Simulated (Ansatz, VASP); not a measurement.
**One calculation of Ca, two programs**

```
Ca
1.0
    -2.16253    2.16253    2.16253
     2.16253   -2.16253    2.16253
     2.16253    2.16253   -2.16253
Ca
1
Direct
  0.00000 0.00000 0.00000
```

Alike in both runs: functional PBEsol; k mesh 10 × 10 × 10; occupations fermi-dirac, width 0.05 eV; no spin polarisation.

Ansatz relaxed the structure, and its values are those at the end. VASP's run is a single point on that final structure, the one shown.

|  | VASP | Ansatz |
| --- | --- | --- |
| version | VASP 6.6.1 | Ansatz 0.2.0 |
| potentials or method | VASP PAW PBE potentials, release 64 (Ca_sv) | PAW with Ansatz's default frozen-core files, scalar-relativistic |
| plane-wave cutoff (eV) | 520 | 420 |
| valence electrons in the cell | 10 | 10 |

```tsv
	VASP	Ansatz	Ansatz less VASP
pressure (GPa)	0.0	0.0	-0.01
```

The functional is the same, so the differences come from potentials, cutoffs and numerics.

Caveats: the PAW data sets were made with another functional, which shifts forces and pressure a little (VASP).
